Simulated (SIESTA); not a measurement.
The system is MnO2.

```
Mn O
1.0
     4.40042    0.00000    0.00000
     0.00000    4.40042    0.00000
     0.00000    0.00000    2.86708
Mn O
2 4
Cartesian
  2.2002 2.2002 1.4335
  0.0000 0.0000 0.0000
  3.5420 0.8585 1.4335
  3.0587 3.0587 0.0000
  0.8585 3.5420 1.4335
  1.3418 1.3418 0.0000
```

The cell is a database's computed one.

```yaml
Program: SIESTA 5.4.2
Task: single point
Functional: PBE
Potentials_or_basis: PseudoDojo 0.4 standard (PBE files)
Basis: DZP (energy shift 0.003 Ry; two zetas on semicore shells)
Grid_cutoff: 800 Ry
Energy_shift: 0.003 Ry
k_mesh: 6 × 6 × 9
Occupations: fermi-dirac, width 0.05 eV
Spin: collinear spin, ferromagnetic start
Starting_moments: "[4.0, 4.0, 0.0, 0.0, 0.0, 0.0] μB"
```

On this cell: pressure 8.8 GPa; largest force 0.057 eV/Å; net moment 5.99 μB per cell; site moments Mn +2.78; O +0.11 μB; band gap on the k mesh none (metal or under the smearing width).

The same run follows on a disturbed copy (atoms moved at random, drawn with an rms of 0.05 Å):

```
Mn O
1.0
     4.40042    0.00000    0.00000
     0.00000    4.40042    0.00000
     0.00000    0.00000    2.86708
Mn O
2 4
Direct
  0.49026 0.49172 0.49101
  0.01004 0.99393 0.98855
  0.81490 0.19233 0.52103
  0.69682 0.70275 0.98475
  0.19712 0.79404 0.48940
  0.30358 0.28962 0.01137
```

Problem. What does the disturbed cell give?

Solution. The energy (extrapolated to zero smearing) moves by +31.7 meV/atom; pressure 9.4 GPa; largest force 1.753 eV/Å; net moment 5.99 μB per cell; site moments Mn +2.83, +2.73; O +0.11, +0.10 μB; band gap on the k mesh none (metal or under the smearing width).

Forces on the atoms (eV/Å):
```
Mn   1.557  0.507  0.625
Mn  -1.104 -0.333  0.710
O   -0.310  0.395 -1.175
O   -0.896 -1.003  0.394
O    0.007 -0.113  0.186
O    0.749  0.549 -0.740
```

Stress tensor (GPa, compression positive):
```
10.08  0.30  3.43
 0.30  9.33 -0.34
 3.43 -0.34  8.67
```

Caveats: short orbitals over semicore shells can move pressures by several GPa; the basis of atomic orbitals isn't converged, which shifts pressures, moduli and gaps; semilocal functionals often make such compounds metallic where correlation or magnetic order opens a gap, which also shifts bond lengths; only a ferromagnetic start was run, and an antiferromagnetic order may lie lower in energy.
